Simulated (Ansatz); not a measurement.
## Hf under changes of volume

One of the cells (22.380 Å³/atom); the others are scaled copies at fixed shape and fractional positions:

```xyz
2
Lattice="3.1967 0.0000 0.0000 -1.5983 2.7684 0.0000 0.0000 0.0000 5.0578" Properties=species:S:1:pos:R:3 pbc="T T T"
Hf    1.5984    0.9228    3.7934
Hf    0.0000    1.8456    1.2645
```

```yaml
Program: Ansatz 0.2.0
Functional: PBEsol
Potentials_or_basis: Ansatz PAW
Cutoff: "420 eV (not typed: the program's choice for these potentials)"
k_mesh: 10 × 10 × 5
Occupations: fermi-dirac, width 0.05 eV
Spin: no spin polarisation
```

| volume (Å³/atom) | energy over the lowest point (meV/atom) | pressure (GPa) |
| --- | --- | --- |
| 21.037 | 4.51 | 3.0 |
| 21.485 | 0.00 | 0.5 |
| 21.933 | 2.18 | -1.8 |
| 22.380 | 10.45 | -3.9 |
| 22.828 | 24.30 | -5.8 |
| 23.276 | 43.26 | -7.6 |
| 23.723 | ? | ? |

Task: What does the run at 23.723 Å³/atom give?

Result: Energy over the lowest point 66.84 meV/atom; pressure -9.1 GPa.

Worked out: A Birch-Murnaghan fit of order 3 (a polynomial in V^(-2/3)) to the other rows has its minimum at 21.56 Å³/atom with B0 = V·E''(V) = 113 GPa and B' = 3.4 at fixed shape and positions, which overstates the stiffness. It gives 66.81 meV/atom at 23.723 Å³/atom, against the run's 66.84, and -dE/dV = -9.2 GPa, against -9.1.

Energies are extrapolated to zero smearing.

Caveats: the PAW data sets come from PBE, with cores solved anew for the run's functional, which leaves a small shift of forces and pressure.
